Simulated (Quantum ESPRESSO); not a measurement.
# AgBr (Fm-3m) in Quantum ESPRESSO: a series of runs

The runs below take AgBr through single point, equation of state, with PBEsol.

Everything below comes from runs of Quantum ESPRESSO 7.5. Logs are shortened: lines on timing, memory, paths and dates and some standing lists are left out, and cuts for length are marked.

## 1. The crystal as given

It takes space group Fm-3m (No. 225, cubic). Conventional cell: a = 5.740 Å, b = 5.740 Å, c = 5.740 Å, α = 90.00°, β = 90.00°, γ = 90.00°. Around Ag (site symmetry m-3m) lie 6 Br at 2.87 Å. Br (site symmetry m-3m) has 6 Ag at 2.87 Å as nearest neighbours.

## 2. Single point, PBEsol, 22.22 Å³/atom

File pw.in:

```
&CONTROL
  calculation = 'scf'
  prefix = 'pwscf'
  outdir = './tmp'
  pseudo_dir = './pseudo'
  tprnfor = .true.
  tstress = .true.
  disk_io = 'nowf'
/
&SYSTEM
  ibrav = 0
  nat = 2
  ntyp = 2
  ecutwfc = 82
  nbnd = 20
  occupations = 'smearing'
  smearing = 'fd'
  degauss = 0.00367493
/
&ELECTRONS
  conv_thr = 4d-10
  electron_maxstep = 120
  mixing_beta = 0.5
/
ATOMIC_SPECIES
Ag   107.8682 Ag.upf
Br    79.9040 Br.upf
CELL_PARAMETERS angstrom
   0.0000000000    2.8115590699    2.8115590699
   2.8115590699    0.0000000000    2.8115590699
   2.8115590699    2.8115590699    0.0000000000
ATOMIC_POSITIONS crystal
Ag     0.0000000000    0.0000000000    0.0000000000
Br     0.5000000000    0.5000000000    0.5000000000
K_POINTS automatic
8 8 8 0 0 0
```

Potentials or basis: PseudoDojo 0.4.1 SR PBEsol standard.

Launch:

```
> OMP_NUM_THREADS=1 pw.x -in pw.in > pw.out
```

pw.out:

```text
This program is part of the open-source Quantum ESPRESSO suite
     for quantum simulation of materials; please cite
[... 6 lines left out ...]
     using ibrav=0 with symmetry is DISCOURAGED, use correct ibrav instead

     G-vector sticks info
     --------------------
     sticks:   dense  smooth     PW     G-vecs:    dense   smooth      PW
     Sum        1285    1285    379                30155    30155    4813

     Using Slab Decomposition

     bravais-lattice index     =            0
     lattice parameter (alat)  =       7.5138  a.u.
     unit-cell volume          =     299.9634 (a.u.)^3
     number of atoms/cell      =            2
     number of atomic types    =            2
     number of electrons       =        26.00
     number of Kohn-Sham states=           20
     kinetic-energy cutoff     =      82.0000  Ry
     charge density cutoff     =     328.0000  Ry
     scf convergence threshold =      4.0E-10
     mixing beta               =       0.5000
     number of iterations used =            8  plain     mixing
     Exchange-correlation= PBESOL
                           (   1   4  10   8   0   0   0)

     celldm(1)=   7.513825  celldm(2)=   0.000000  celldm(3)=   0.000000
     celldm(4)=   0.000000  celldm(5)=   0.000000  celldm(6)=   0.000000

     crystal axes: (cart. coord. in units of alat)
               a(1) = (   0.000000   0.707107   0.707107 )
               a(2) = (   0.707107   0.000000   0.707107 )
               a(3) = (   0.707107   0.707107   0.000000 )

     reciprocal axes: (cart. coord. in units 2 pi/alat)
               b(1) = ( -0.707107  0.707107  0.707107 )
               b(2) = (  0.707107 -0.707107  0.707107 )
               b(3) = (  0.707107  0.707107 -0.707107 )

     PseudoPot. # 1 for Ag read from file:
     Ag.upf
     Pseudo is Norm-conserving + core correction, Zval = 19.0
     Generated using ONCVPSP code by D. R. Hamann
     Using radial grid of 1538 points,  6 beta functions with:
                l(1) =   0
                l(2) =   0
                l(3) =   1
                l(4) =   1
                l(5) =   2
                l(6) =   2

     PseudoPot. # 2 for Br read from file:
     Br.upf
     Pseudo is Norm-conserving + core correction, Zval =  7.0
     Generated using ONCVPSP code by D. R. Hamann
     Using radial grid of 1098 points,  6 beta functions with:
                l(1) =   0
                l(2) =   0
                l(3) =   1
                l(4) =   1
                l(5) =   2
                l(6) =   2

     atomic species   valence    mass     pseudopotential
     Ag               19.00   107.86820     Ag( 1.00)
     Br                7.00    79.90400     Br( 1.00)

     48 Sym. Ops., with inversion, found

   Cartesian axes

     site n.     atom                  positions (alat units)
         1        Ag     tau(   1) = (   0.0000000   0.0000000   0.0000000  )
         2        Br     tau(   2) = (   0.7071068   0.7071068   0.7071068  )

     number of k points=    29  Fermi-Dirac smearing, width (Ry)=  0.0037
                       cart. coord. in units 2pi/alat
        k(    1) = (   0.0000000   0.0000000   0.0000000), wk =   0.0039062
        k(    2) = (   0.0883883   0.0883883  -0.0883883), wk =   0.0312500
        k(    3) = (   0.1767767   0.1767767  -0.1767767), wk =   0.0312500
        k(    4) = (   0.2651650   0.2651650  -0.2651650), wk =   0.0312500
        k(    5) = (  -0.3535534  -0.3535534   0.3535534), wk =   0.0156250
        k(    6) = (   0.1767767   0.0000000   0.0000000), wk =   0.0234375
[... 21 lines left out ...]
        k(   28) = (  -0.7071068   0.1767767  -0.0000000), wk =   0.0468750
        k(   29) = (  -0.7071068   0.3535534   0.0000000), wk =   0.0234375

     Dense  grid:    30155 G-vectors     FFT dimensions: (  45,  45,  45)

     Initial potential from superposition of free atoms

     starting charge      25.9996, renormalised to      26.0000
     Starting wfcs are   14 randomized atomic wfcs +    6 random wfcs

     Self-consistent Calculation

     iteration #  1     ecut=    82.00 Ry     beta= 0.50
     Davidson diagonalization with overlap
     ethr =  1.00E-02,  avg # of iterations =  5.5

     Threshold (ethr) on eigenvalues was too large:
     Diagonalizing with lowered threshold

     Davidson diagonalization with overlap
     ethr =  9.86E-05,  avg # of iterations =  4.2

     total energy              =    -341.25838066 Ry
     estimated scf accuracy    <       0.02535781 Ry

     iteration #  2     ecut=    82.00 Ry     beta= 0.50
     Davidson diagonalization with overlap
     ethr =  9.75E-05,  avg # of iterations =  2.0

     total energy              =    -341.26578357 Ry
     estimated scf accuracy    <       0.00584632 Ry

     iteration #  3     ecut=    82.00 Ry     beta= 0.50
     Davidson diagonalization with overlap
     ethr =  2.25E-05,  avg # of iterations =  2.0

     total energy              =    -341.26677203 Ry
     estimated scf accuracy    <       0.00027942 Ry

     iteration #  4     ecut=    82.00 Ry     beta= 0.50
     Davidson diagonalization with overlap
     ethr =  1.07E-06,  avg # of iterations =  2.5

     total energy              =    -341.26679033 Ry
     estimated scf accuracy    <       0.00001460 Ry

     iteration #  5     ecut=    82.00 Ry     beta= 0.50
     Davidson diagonalization with overlap
     ethr =  5.61E-08,  avg # of iterations =  2.0

     total energy              =    -341.26679194 Ry
     estimated scf accuracy    <       0.00000069 Ry

     iteration #  6     ecut=    82.00 Ry     beta= 0.50
     Davidson diagonalization with overlap
     ethr =  2.64E-09,  avg # of iterations =  1.6

     total energy              =    -341.26679201 Ry
     estimated scf accuracy    <          3.2E-09 Ry

     iteration #  7     ecut=    82.00 Ry     beta= 0.50
     Davidson diagonalization with overlap
     ethr =  1.23E-11,  avg # of iterations =  3.4

     total energy              =    -341.26679201 Ry
     estimated scf accuracy    <          5.4E-10 Ry

     iteration #  8     ecut=    82.00 Ry     beta= 0.50
     Davidson diagonalization with overlap
     ethr =  2.08E-12,  avg # of iterations =  2.0

     End of self-consistent calculation

          k = 0.0000 0.0000 0.0000 (  3719 PWs)   bands (ev):

   -81.1122 -44.6588 -44.6588 -44.6588  -6.3396   6.0928   6.0928   6.0928
     6.0943   6.0943   7.0238   7.0238   7.0238   9.6991  19.0105  19.0105
    19.0105  19.9787  21.1317  21.1317

          k = 0.0884 0.0884-0.0884 (  3758 PWs)   bands (ev):

   -81.1123 -44.6592 -44.6589 -44.6589  -6.2664   5.6501   5.6501   5.6811
     6.1440   6.1440   6.6569   7.5487   7.5487  10.6166  17.5907  18.6605
    18.6605  20.1589  20.1589  20.4453

          k = 0.1768 0.1768-0.1768 (  3744 PWs)   bands (ev):

   -81.1122 -44.6600 -44.6590 -44.6590  -6.0804   4.5631   5.0840   5.0840
     6.2710   6.2710   6.6371   8.3273   8.3273  12.0058  16.2270  17.2994
    17.2994  20.2991  20.5416  20.5416

          k = 0.2652 0.2652-0.2652 (  3768 PWs)   bands (ev):

   -81.1122 -44.6609 -44.6591 -44.6591  -5.8789   3.6568   4.7066   4.7066
     6.4037   6.4037   6.7645   8.9518   8.9518  12.6001  15.9109  16.1533
    16.1533  20.6796  21.6181  21.6181

          k =-0.3536-0.3536 0.3536 (  3750 PWs)   bands (ev):

   -81.1122 -44.6613 -44.6592 -44.6592  -5.7901   3.3204   4.5760   4.5760
     6.4604   6.4604   6.8346   9.2000   9.2000  12.5689  15.7186  15.7186
    16.0899  21.3770  22.4364  22.4364

          k = 0.1768 0.0000 0.0000 (  3747 PWs)   bands (ev):

   -81.1122 -44.6592 -44.6590 -44.6590  -6.2445   5.1405   5.9473   5.9473
     6.0428   6.1218   7.1338   7.1338   7.2749  11.0014  17.8032  17.9266
    18.5803  18.5803  21.8089  22.3099

          k = 0.2652 0.0884-0.0884 (  3752 PWs)   bands (ev):

   -81.1122 -44.6598 -44.6591 -44.6591  -6.1025   4.5296   5.4253   5.4821
     6.1247   6.2774   6.7642   7.5487   8.0530  12.2034  16.1187  16.9620
    18.0669  19.1284  21.8121  21.8642

          k = 0.3536 0.1768-0.1768 (  3777 PWs)   bands (ev):

   -81.1122 -44.6606 -44.6592 -44.6592  -5.9122   3.9227   4.8067   4.9762
     6.2672   6.4233   6.7551   8.2068   8.6231  13.0529  14.8688  16.6948
    17.1046  20.0481  21.9220  22.3885

          k =-0.2652-0.4419 0.4419 (  3756 PWs)   bands (ev):

   -81.1122 -44.6611 -44.6594 -44.6593  -5.7869   3.5193   4.5891   4.6740
     6.4035   6.4743   6.8057   8.6718   8.8154  13.2294  14.4646  16.3158
    16.9836  21.0297  22.6001  22.8317

          k =-0.1768-0.3536 0.3536 (  3749 PWs)   bands (ev):

   -81.1122 -44.6610 -44.6594 -44.6592  -5.8131   3.5878   4.6152   4.7289
     6.4121   6.4413   6.7997   8.2848   9.1393  13.2822  14.7308  16.1087
    16.8055  21.2645  21.6472  22.9290

          k =-0.0884-0.2652 0.2652 (  3753 PWs)   bands (ev):

   -81.1122 -44.6604 -44.6593 -44.6590  -5.9718   4.1189   4.7937   5.1677
     6.2856   6.3688   6.7695   7.6961   8.9614  12.8992  15.5238  16.6077
    16.6955  20.0057  21.6118  22.2893

          k = 0.0000-0.1768 0.1768 (  3757 PWs)   bands (ev):

   -81.1122 -44.6596 -44.6591 -44.6589  -6.1579   4.9038   5.1700   5.6654
     6.1755   6.2522   6.8443   7.1972   8.3355  11.6716  16.9987  17.0694
    17.9602  19.3039  21.1796  21.4912

          k = 0.3536 0.0000 0.0000 (  3767 PWs)   bands (ev):

   -81.1122 -44.6599 -44.6593 -44.6593  -6.0271   4.2386   5.7992   5.7992
     5.9231   6.1886   7.1296   7.1296   7.3668  12.4963  15.7459  16.7649
    18.6210  18.6210  23.0107  24.3344

          k = 0.4419 0.0884-0.0884 (  3768 PWs)   bands (ev):

   -81.1122 -44.6605 -44.6595 -44.6595  -5.8937   4.0545   5.2906   5.4118
     6.0753   6.4130   6.8152   7.3439   7.7714  12.2601  15.7647  16.5423
    18.4719  19.4873  23.3445  24.0652

          k =-0.1768-0.5303 0.5303 (  3759 PWs)   bands (ev):

   -81.1122 -44.6608 -44.6598 -44.6595  -5.7782   4.0005   4.7133   4.9678
     6.2533   6.5080   6.7521   7.7725   7.9596  12.4614  15.2827  17.0594
    17.7716  20.3890  23.0551  24.1133

          k =-0.0884-0.4419 0.4419 (  3753 PWs)   bands (ev):

   -81.1122 -44.6608 -44.6600 -44.6594  -5.7533   3.8771   4.6949   4.7086
     6.4044   6.4590   6.8016   7.4114   8.6494  13.1777  14.9317  16.9369
    17.0443  21.0638  21.4104  23.9742

          k = 0.0000-0.3536 0.3536 (  3775 PWs)   bands (ev):

   -81.1122 -44.6606 -44.6599 -44.6592  -5.8356   3.8564   4.6568   5.0149
     6.3607   6.4477   6.9746   7.1183   9.0822  14.0434  14.3948  16.3875
    16.5980  20.3003  22.8681  23.7696

          k = 0.5303-0.0000 0.0000 (  3756 PWs)   bands (ev):

   -81.1122 -44.6607 -44.6597 -44.6597  -5.8342   4.1332   5.8050   5.8596
     5.8596   6.2562   6.8381   6.8381   7.1159  11.1914  16.1851  17.3220
    19.5677  19.5677  23.8957  25.0789

          k =-0.0884-0.6187 0.6187 (  3762 PWs)   bands (ev):

   -81.1122 -44.6609 -44.6599 -44.6597  -5.7683   4.3106   5.2550   5.4534
     6.0968   6.5378   6.6682   7.0280   7.0472  11.1310  16.0462  17.7209
    19.4857  20.1362  23.7109  24.4871

          k = 0.0000-0.5303 0.5303 (  3779 PWs)   bands (ev):

   -81.1122 -44.6607 -44.6603 -44.6596  -5.7347   4.4893   4.5454   4.9923
     6.2705   6.5232   6.7630   6.9695   7.8279  12.0001  15.8824  17.3970
    18.4130  19.9776  22.1917  25.1537

          k =-0.7071 0.0000 0.0000 (  3812 PWs)   bands (ev):

   -81.1122 -44.6611 -44.6598 -44.6598  -5.7638   4.3775   5.7566   6.0009
     6.0009   6.2844   6.5833   6.5833   6.7279  10.5313  16.0012  18.3632
    20.4224  20.4224  24.2252  24.6979

          k = 0.3536 0.1768 0.0000 (  3762 PWs)   bands (ev):

   -81.1122 -44.6602 -44.6595 -44.6592  -5.9642   4.1288   5.0171   5.3932
     6.2101   6.3749   6.9271   7.1623   8.4978  12.9995  15.1912  16.4516
    17.7705  19.3845  22.7372  23.3217

          k =-0.2652-0.4419 0.6187 (  3759 PWs)   bands (ev):

   -81.1122 -44.6607 -44.6597 -44.6593  -5.8188   3.8725   4.7045   4.9732
     6.3220   6.4661   6.8086   7.5156   8.6494  13.4358  14.5630  16.5795
    17.2724  20.3835  23.0784  23.3691

          k =-0.1768-0.3536 0.5303 (  3748 PWs)   bands (ev):

   -81.1122 -44.6609 -44.6598 -44.6594  -5.7561   3.7865   4.6481   4.7037
     6.4034   6.4672   6.7750   7.8557   8.4852  13.6738  14.1995  16.9206
    17.0815  21.2422  21.9329  23.6977

          k =-0.1768-0.5303 0.7071 (  3748 PWs)   bands (ev):

   -81.1122 -44.6607 -44.6598 -44.6596  -5.8000   4.1214   5.0192   5.2675
     6.2737   6.4752   6.8730   6.8772   7.7809  11.9984  16.2088  16.3551
    18.6560  20.1323  23.5429  24.7075

          k =-0.0884-0.4419 0.6187 (  3766 PWs)   bands (ev):

   -81.1122 -44.6607 -44.6602 -44.6596  -5.7381   4.2963   4.6784   4.9271
     6.3693   6.5201   6.7205   7.1016   7.7262  12.5866  15.7469  16.8492
    17.7177  20.9064  22.5248  24.2981

          k = 0.0000-0.3536 0.5303 (  3771 PWs)   bands (ev):

   -81.1122 -44.6606 -44.6603 -44.6595  -5.7459   4.0779   4.7195   4.8084
     6.4422   6.4552   6.8916   6.9549   8.2256  13.3081  15.0679  16.6270
    17.4551  21.1784  21.5130  24.9366

          k =-0.7071 0.1768-0.0000 (  3762 PWs)   bands (ev):

   -81.1121 -44.6609 -44.6600 -44.6598  -5.7428   4.4655   5.0075   5.2416
     6.4333   6.5835   6.6002   6.6370   7.2017  11.4786  16.1234  17.7825
    18.3724  20.9824  23.3575  24.2040

          k =-0.7071 0.3536 0.0000 (  3736 PWs)   bands (ev):

   -81.1121 -44.6604 -44.6604 -44.6598  -5.7216   4.5303   4.7505   4.7505
     6.5836   6.6155   6.6675   6.6675   7.4439  12.9940  16.2177  16.7370
    16.7370  22.1847  22.1847  24.1830

     the Fermi energy is     9.5204 ev

!    total energy              =    -341.26679201 Ry
     estimated scf accuracy    <          1.1E-11 Ry
     smearing contrib. (-TS)   =      -0.00000501 Ry
     internal energy E=F+TS    =    -341.26678700 Ry

     The total energy is F=E-TS. E is the sum of the following terms:
     one-electron contribution =    -182.29459132 Ry
     hartree contribution      =     101.57401999 Ry
     xc contribution           =     -56.36485798 Ry
     ewald contribution        =    -204.18135769 Ry

     convergence has been achieved in   8 iterations

     Forces acting on atoms (cartesian axes, Ry/au):

     atom    1 type  1   force =     0.00000000    0.00000000    0.00000000
     atom    2 type  2   force =     0.00000000    0.00000000   -0.00000000

     Total force =     0.000000     Total SCF correction =     0.000000

     Computing stress (Cartesian axis) and pressure

          total   stress  (Ry/bohr**3)                   (kbar)     P=       14.54
   0.00009886   0.00000000   0.00000000           14.54        0.00        0.00
   0.00000000   0.00009886   0.00000000            0.00       14.54        0.00
   0.00000000   0.00000000   0.00009886            0.00        0.00       14.54

=------------------------------------------------------------------------------=
   JOB DONE.
=------------------------------------------------------------------------------=
```

Run time: 35 s. Hardware: 1 thread of Arm Neoverse V1, shared host; peak memory 0.09 GiB.

What came out:

- Free energy: -4643.1712 eV
- Pressure: 1.5 GPa
- Band gap on the k mesh: 0.50 eV, indirect (least direct gap 2.68 eV)

## 3. Single point, PBEsol, 22.70 Å³/atom

Edit pw.in of step 2 so:

```diff
@@ -28,5 +28,5 @@
 CELL_PARAMETERS angstrom
-   0.0000000000    2.8115590699    2.8115590699
-   2.8115590699    0.0000000000    2.8115590699
-   2.8115590699    2.8115590699    0.0000000000
+   0.0000000000    2.8313594341    2.8313594341
+   2.8313594341    0.0000000000    2.8313594341
+   2.8313594341    2.8313594341    0.0000000000
 ATOMIC_POSITIONS crystal
```

Potentials or basis: PseudoDojo 0.4.1 SR PBEsol standard.

Launch:

```
> OMP_NUM_THREADS=1 pw.x -in pw.in > pw.out
```

Run time: 35 s. Hardware: 1 thread of Arm Neoverse V1, shared host; peak memory 0.09 GiB.

It converged, with:

```
Free energy            : -4643.1766 eV
Pressure               : 0.2 GPa
Band gap on the k mesh : 0.50 eV, indirect (least direct gap 2.60 eV)
```

## 4. Single point, PBEsol, 23.17 Å³/atom

Edit pw.in of step 3 so:

```diff
@@ -28,5 +28,5 @@
 CELL_PARAMETERS angstrom
-   0.0000000000    2.8313594341    2.8313594341
-   2.8313594341    0.0000000000    2.8313594341
-   2.8313594341    2.8313594341    0.0000000000
+   0.0000000000    2.8508866679    2.8508866679
+   2.8508866679    0.0000000000    2.8508866679
+   2.8508866679    2.8508866679    0.0000000000
 ATOMIC_POSITIONS crystal
```

Launch:

```
> OMP_NUM_THREADS=1 pw.x -in pw.in > pw.out
```

Run time: 35 s. Hardware: 1 thread of Arm Neoverse V1, shared host; peak memory 0.09 GiB.

Results (log left out):

```
Free energy            : -4643.1753 eV
Pressure               : -0.8 GPa
Band gap on the k mesh : 0.50 eV, indirect (least direct gap 2.52 eV)
```

## 5. Single point, PBEsol, 23.64 Å³/atom

Edit pw.in of step 4 so:

```diff
@@ -28,5 +28,5 @@
 CELL_PARAMETERS angstrom
-   0.0000000000    2.8508866679    2.8508866679
-   2.8508866679    0.0000000000    2.8508866679
-   2.8508866679    2.8508866679    0.0000000000
+   0.0000000000    2.8701500000    2.8701500000
+   2.8701500000    0.0000000000    2.8701500000
+   2.8701500000    2.8701500000    0.0000000000
 ATOMIC_POSITIONS crystal
```

Launch:

```
> OMP_NUM_THREADS=1 pw.x -in pw.in > pw.out
```

Wall time 35 s (1 thread of Arm Neoverse V1, shared host); peak memory 0.09 GiB.

The run converged. Its results:

```yaml
Free_energy: -4643.1682 eV
Pressure: -1.7 GPa
Band_gap_on_the_k_mesh: 0.50 eV, indirect (least direct gap 2.45 eV)
```

## 6. Single point, PBEsol, 24.12 Å³/atom

Edit pw.in of step 5 so:

```diff
@@ -28,5 +28,5 @@
 CELL_PARAMETERS angstrom
-   0.0000000000    2.8701500000    2.8701500000
-   2.8701500000    0.0000000000    2.8701500000
-   2.8701500000    2.8701500000    0.0000000000
+   0.0000000000    2.8891581698    2.8891581698
+   2.8891581698    0.0000000000    2.8891581698
+   2.8891581698    2.8891581698    0.0000000000
 ATOMIC_POSITIONS crystal
```

Potentials or basis: PseudoDojo 0.4.1 SR PBEsol standard.

Launch:

```
> OMP_NUM_THREADS=1 pw.x -in pw.in > pw.out
```

Wall time 36 s (1 thread of Arm Neoverse V1, shared host); peak memory 0.09 GiB.

It converged, with:

```yaml
Free_energy: -4643.1559 eV
Pressure: -2.5 GPa
Band_gap_on_the_k_mesh: 0.51 eV, indirect (least direct gap 2.38 eV)
```

## 7. Single point, PBEsol, 24.59 Å³/atom

Edit pw.in of step 6 so:

```diff
@@ -28,5 +28,5 @@
 CELL_PARAMETERS angstrom
-   0.0000000000    2.8891581698    2.8891581698
-   2.8891581698    0.0000000000    2.8891581698
-   2.8891581698    2.8891581698    0.0000000000
+   0.0000000000    2.9079194629    2.9079194629
+   2.9079194629    0.0000000000    2.9079194629
+   2.9079194629    2.9079194629    0.0000000000
 ATOMIC_POSITIONS crystal
```

Launch:

```
> OMP_NUM_THREADS=1 pw.x -in pw.in > pw.out
```

It took 37 s on 1 thread of Arm Neoverse V1, shared host; peak memory 0.09 GiB.

It converged, with:

* Free energy: -4643.1392 eV
* Pressure: -3.2 GPa
* Band gap on the k mesh: 0.52 eV, indirect (least direct gap 2.32 eV)

## 8. Single point, PBEsol, 25.06 Å³/atom

Edit pw.in of step 7 so:

```diff
@@ -28,5 +28,5 @@
 CELL_PARAMETERS angstrom
-   0.0000000000    2.9079194629    2.9079194629
-   2.9079194629    0.0000000000    2.9079194629
-   2.9079194629    2.9079194629    0.0000000000
+   0.0000000000    2.9264417423    2.9264417423
+   2.9264417423    0.0000000000    2.9264417423
+   2.9264417423    2.9264417423    0.0000000000
 ATOMIC_POSITIONS crystal
```

Launch:

```
> OMP_NUM_THREADS=1 pw.x -in pw.in > pw.out
```

It took 37 s on 1 thread of Arm Neoverse V1, shared host; peak memory 0.09 GiB.

Results (log left out):

```yaml
Free_energy: -4643.1186 eV
Pressure: -3.9 GPa
Band_gap_on_the_k_mesh: 0.52 eV, indirect (least direct gap 2.27 eV)
```

## 9. Equation of state, PBEsol

Potentials or basis: PseudoDojo 0.4.1 SR PBEsol standard.

This step only gathers the single runs of the series.

What came out:

```
Equilibrium volume                      : 22.83 Å³/atom
Bulk modulus                            : 53 GPa
Pressure derivative of the bulk modulus : 5.4
```

Energy against volume, from the lowest point:
```tsv
volume (Å³/atom)	energy (meV/atom)
22.225	2.69
22.698	0.00
23.171	0.65
23.644	4.22
24.116	10.35
24.589	18.72
25.062	29.04
```
